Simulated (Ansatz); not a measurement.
Mg₂Si (Fm-3m): the size of the finite step

```xyz
3
Lattice="0.0000 3.1692 3.1692 3.1692 0.0000 3.1692 3.1692 3.1692 0.0000" Properties=species:S:1:pos:R:3 pbc="T T T"
Mg    1.5846    1.5846    1.5846
Mg    4.7539    4.7539    4.7539
Si    0.0000    0.0000    0.0000
```

Conventional cell: a = 6.338 Å, b = 6.338 Å, c = 6.338 Å, α = 90.00°, β = 90.00°, γ = 90.00°. Mg (atom 1) has 4 Si at 2.74 Å as nearest neighbours. Si (atom 3) is surrounded by 8 Mg at 2.74 Å.

Unless marked otherwise, the numbers come from r²SCAN, PAW on Ansatz 0.2.0's default frozen-core files (fitted under PBE), scalar-relativistic. k mesh 6×6×6, strains of ±0.003, fixed occupations, cutoff 500 eV. The cell was relaxed by PAW under this functional.

**Question.** Elastic constants come from stresses at strains of ±0.003 (two-point stencil): C11 = 127.9, C12 = 23.4, C44 = 49.9 GPa. What does an amplitude of 0.04 give?

**Answer.** C11 = 128.6, C12 = 23.7, C44 = 50.0 GPa. Nothing moves by 1 %.

Limits of these numbers: frozen-core PAW files fitted under PBE, their cores solved anew for the functional of the run.
